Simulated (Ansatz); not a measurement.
Runs of Ansatz 0.2.0 on InAs. The structure is cubic, space group F-43m (No. 216). Conventional cell: a = 6.036 Å, b = 6.036 Å, c = 6.036 Å, α = 90.00°, β = 90.00°, γ = 90.00°. In (site symmetry -43m) has 4 As at 2.61 Å as nearest neighbours. Around As (site symmetry -43m) lie 4 In at 2.61 Å. 

```csv
task,level,potentials or basis,k mesh,cutoff (eV),smearing,basis error allowed,mesh quality,gap on the mesh (eV),pressure (GPa)
phonons,PBEsol,all-electron PAW datasets made for the crystal,8 × 8 × 8,240,fermi-dirac 0.05 eV,-,not flagged,none,-
single point,PBE,"all-electron LAPW, scalar-relativistic",5 × 5 × 5,261,fermi-dirac 0.04 eV,0.002 eV/atom,coarse,none,(a)
elastic constants,PBE,"all-electron LAPW, scalar-relativistic",6 × 6 × 6,282,fermi-dirac 0.05 eV,0.002 eV/atom,coarse,none,4.4
phonons,PBE,"all-electron LAPW, scalar-relativistic",8 × 8 × 8,282,fermi-dirac 0.05 eV,0.002 eV/atom,not flagged,none,-
```

Alike in all rows: no spin polarisation; cell as given.

Q: Fill in the values left out.

A: (a) 4.5.

Caveats: some runs use coarse meshes; this crystal is a semiconductor, whose small gap the functional closes, so the metal is an error of the method; a metal's response needs a denser mesh (some runs); the k mesh is thin for a metal, which can move the energy by tens of meV per atom (some runs); the cell is more than 3 GPa from zero pressure, which shifts response properties (some runs); elastic constants of metals need much finer meshes, so these are rough (some runs).

A k mesh can miss the band edges, and the runs leave out spin-orbit coupling on As, In.

A gap of «none» marks a metal or a gap under the smearing width.

The runs don't all hold the same shells in valence.
